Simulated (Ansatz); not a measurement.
The system is In.

```xyz
1
Lattice="-1.8825 1.8825 1.8825 1.8825 -1.8825 1.8825 1.8825 1.8825 -1.8825" Properties=species:S:1:pos:R:3 pbc="T T T"
In    0.0000    0.0000    0.0000
```

This isn't the form of In at room conditions, which is tetragonal.

Base run:

```yaml
Program: Ansatz 0.2.0
Functional: PBEsol
Potentials_or_basis: Ansatz PAW
Cutoff: 420 eV
Density_cutoff: 1680 eV
k_mesh: 7 × 7 × 7
Occupations: fermi-dirac, width 0.05 eV
Spin: spin-orbit coupling, no magnetisation
```

Its results: band gap on the k mesh none (metal or under the smearing width); pressure -1.4 GPa.

Task: The run is repeated on the same cell with these changes: functional from PBEsol to r2SCAN; cutoff from 420 eV to 500 eV; density cutoff from 1680 eV to 2000 eV. What comes out?

Result: Band gap on the k mesh none (metal or under the smearing width); pressure -0.1 GPa.

Caveats: the PAW data sets come from PBE, with cores solved anew for the run's functional, which leaves a small shift of forces and pressure.

Not every run made on this cell is shown here.
